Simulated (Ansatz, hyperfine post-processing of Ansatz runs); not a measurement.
# Li2FeP2O7: isotropic lines and sites in a paramagnetic 7Li spectrum

Calculated values: DFT, PBEsol+U, plane-wave PAW, default files (PAW set soft_2), collinear spin, scalar-relativistic (Ansatz), contact and point-dipole shifts scaled to 298 K with Θ = 0 K (a pure Curie law); spin-only moments, above the ordering temperature.

```xyz
24
Lattice="7.7900 0.0000 0.0000 0.0000 5.0865 0.0000 -0.0991 0.0000 7.8961" Properties=species:S:1:pos:R:3 pbc="T T T"
Fe    0.0000    4.8370    0.0000
Fe    3.8455    5.3204    3.9480
P     6.7194    0.4469    5.1285
P     4.8921    4.6404    1.1905
P     2.7988    4.6404    6.7055
P     0.9715    0.4469    2.7676
O     7.3493    1.0949    6.3840
O     6.2159    3.9116    0.8371
O     5.4080    1.1889    4.7592
O     4.2476    3.9915    2.4396
O     3.4433    3.9915    5.4565
O     2.2829    1.1889    3.1368
O     1.4750    3.9116    7.0589
O     0.3416    1.0949    1.5121
O     6.5531    4.0449    5.2474
O     5.0344    1.0445    1.3039
O     2.6565    1.0445    6.5922
O     1.1379    4.0449    2.6487
O     3.8950    4.2103    0.0000
O    -0.0495    0.8545    3.9480
Li    6.5002    2.1673    1.6106
Li    5.0834    2.9205    5.5433
Li    2.6076    2.9205    2.3527
Li    1.1907    2.1673    6.2855
```

7Li MAS at 4.7 T (77.8 MHz), 40 kHz, 298 K; contact and dipolar shift alone, no orbital or quadrupolar part; lines under 1.5 % of the strongest are left out. NMR lines, with heights relative to the strongest:

```csv
position (ppm),intensity
-1526.2,2.0
-1516.3,1.7
-1011.9,14
-1002.0,13
-497.6,26
-487.7,25
16.7,95
26.5,100
531.0,49
540.8,47
1045.3,5.0
1055.1,4.4
```

Q: Find the isotropic shifts among the lines and assign them to the Li sites.

Sidebands are spaced by 514 ppm (the spinning rate over the resonance of 77.8 MHz). An isotropic line need not be the tallest: it is the area-weighted centre of its own family of sidebands, and the one that stays put when the rate is changed. Isotropic shifts: 27 ppm for atom 21 and the 1 atom equivalent to it (2 Fe through links of 105° (1) and 118° (1)), reduced anisotropy -1078 ppm; 17 ppm for atom 22 and the 1 atom equivalent to it (2 Fe through links of 103° (1) and 117° (1)), reduced anisotropy -1116 ppm. The families' total areas stand as 1:1; where areas are equal the match rests on the calculation.

[Logs are printed without paths, hosts, clocks, repeated set-up lines and the standing remarks that a program may print on its own settings, such as how far it seeks lower states.]

[Hosts, paths, dates, database ids (printed as entryN), source tags and the programs' standing remarks are cut or masked in the printed files.]
